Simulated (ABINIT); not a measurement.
TePb:

```xyz
2
Lattice="0.0000 3.2310 3.2310 3.2310 0.0000 3.2310 3.2310 3.2310 0.0000" Properties=species:S:1:pos:R:3 pbc="T T T"
Pb    0.0000    0.0000    0.0000
Te    3.2310    3.2310    3.2310
```

- Program: ABINIT 10.8.3 (patched build)
- Task: relaxation of cell and atoms
- Functional: PBE
- Potentials or basis: PseudoDojo NC SR PBE v0.4.1 standard
- Cutoff: 1088 eV
- k mesh: 5 × 5 × 5
- Occupations: fermi-dirac, width 0.05 eV
- Spin: no spin polarisation

At the start: pressure 2.2 GPa; volume 33.73 Å³/atom.

Problem. Where does the relaxation end?

Solution. Over 5 steps the energy falls by 11.1 meV/atom and the volume is 35.45 Å³/atom (+5.1 %); space group Fm-3m (No. 225, to 0.05 Å).

Step by step:
| step | energy change (eV) | largest force (eV/Å) | pressure (GPa) | volume (Å³) |
| --- | --- | --- | --- | --- |
| 1 | 0.0000 | 0.0000 | 2.16 | 67.46 |
| 2 | -0.0056 | 0.0000 | 1.84 | 67.91 |
| 3 | -0.0221 | 0.0000 | 0.11 | 70.70 |
| 4 | -0.0222 | 0.0000 | 0.01 | 70.89 |
| 5 | -0.0222 | 0.0000 | 0.00 | 70.90 |

Final structure:
```
CELL_PARAMETERS angstrom
0.00000 3.28510 3.28510
3.28510 0.00000 3.28510
3.28510 3.28510 0.00000
ATOMIC_POSITIONS crystal
Pb 0.00000 0.00000 0.00000
Te 0.50000 0.50000 0.50000
```
